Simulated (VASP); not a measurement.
Crystal: GeS.

```
Ge S
1.0
    10.65745    0.00000    0.00000
     0.00000    3.68424    0.00000
     0.00000    0.00000    4.34935
Ge S
4 4
Direct
  0.12473 0.25000 0.13269
  0.37527 0.75000 0.63269
  0.62473 0.25000 0.36731
  0.87527 0.75000 0.86731
  0.84950 0.25000 0.49643
  0.65050 0.75000 0.99643
  0.34950 0.25000 0.00357
  0.15050 0.75000 0.50357
```

Base run:

- Program: VASP 6.6.1
- Functional: TB-mBJ
- Potentials or basis: VASP PAW PBE potentials, release 64 (Ge_d, S)
- Cutoff: 520 eV
- k mesh: 4 × 8 × 6
- Occupations: gaussian, width 0.03 eV
- Spin: no spin polarisation

Its results: band gap on the k mesh 1.68 eV, indirect (least direct gap 1.74 eV).

Problem. The run is repeated on the same cell with these changes: functional from TB-mBJ to LDA; potentials or basis from VASP PAW PBE potentials, release 64 (Ge_d, S) to VASP PAW LDA potentials, release 64 (Ge_d, S). What comes out?

Solution. Band gap on the k mesh 1.13 eV, indirect (least direct gap 1.16 eV).
